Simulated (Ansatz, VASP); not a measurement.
## SnSe in VASP and in Ansatz

```
CELL_PARAMETERS angstrom
0.00000 3.01000 3.01000
3.01000 0.00000 3.01000
3.01000 3.01000 0.00000
ATOMIC_POSITIONS crystal
Sn 0.00000 0.00000 0.00000
Se 0.46885 0.46885 0.53115
```

Change from the starting cell: all Se atoms moved +0.188 Å, as atom 2 towards its neighbour atom 1 (Sn) at 3.010 Å.

Alike in both runs: task single point; functional LDA; k mesh 8 × 8 × 8; occupations gaussian, width 0.05 eV; no spin polarisation.

|  | VASP | Ansatz |
| --- | --- | --- |
| version | VASP 6.6.1 | Ansatz 0.2.0 |
| potentials or method | VASP PAW LDA potentials, release 64 (Sn_d, Se) | scalar-relativistic, plane waves, PAW |
| plane-wave cutoff (eV) | 520 | 420 |
| valence electrons in the cell | 20 | 30 |

|  | VASP | Ansatz | Ansatz less VASP |
| --- | --- | --- | --- |
| gap on the k mesh at the Fermi level (eV) | 0.78 | 0.77 | -0.018 |
| least direct gap on the mesh (eV) | 0.78 | 0.77 | -0.018 |
| pressure (GPa) | -2.8 | -2.8 | -0.07 |
| largest component of the traceless stress (GPa) | 0.65 | 0.64 | -0.010 |
| rms of the force components (eV/Å) | 0.030 | 0.024 | -0.0056 |

Atom by atom the forces differ by 0.006 eV/Å (rms over components). The two sets of potentials don't hold the same shells in valence.

Caveats: spin-orbit coupling is left out, which moves the levels of the heavy elements. A k mesh can miss the band edges.
